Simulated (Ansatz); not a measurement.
**MoS₂: the gap under strain**

MoS₂, P-6m2, a = 3.150 Å, c = 6.648 Å. This isn't the usual stable structure of the compound. Ansatz: PBE+D3(BJ), PAW, 420 eV, Γ-centred 12×12×4 mesh on 3 atoms, Gaussian smearing 0.02 eV; no spin polarisation. Series: strain along c alone, the other axes held, atoms relaxed; x is the strain in per cent. The gap is sought over the whole zone.

| x (%) | gap y (eV) |
| --- | --- |
| -3.0 | 1.014 |
| -2.0 | ? |
| -1.0 | 1.143 |
| 0.0 | 1.202 |
| 1.0 | 1.256 |
| 2.0 | 1.307 |
| 3.0 | 1.355 |

Fit y = E0 + c1 x + c2 x² to the other rows, give the deformation potential for this strain, and predict the missing gap.

Least squares on the rows shown. y = 1.202 + 0.05676 x − 0.001905 x². The deformation potential is 100 c1 = 5.68 eV per unit strain. At x = -2.0 the fit asked for gives 1.081 eV. The run gave 1.081 eV, the same to the digits shown.

Semilocal functionals give gaps under the measured ones; changes of the gap mostly carry over better.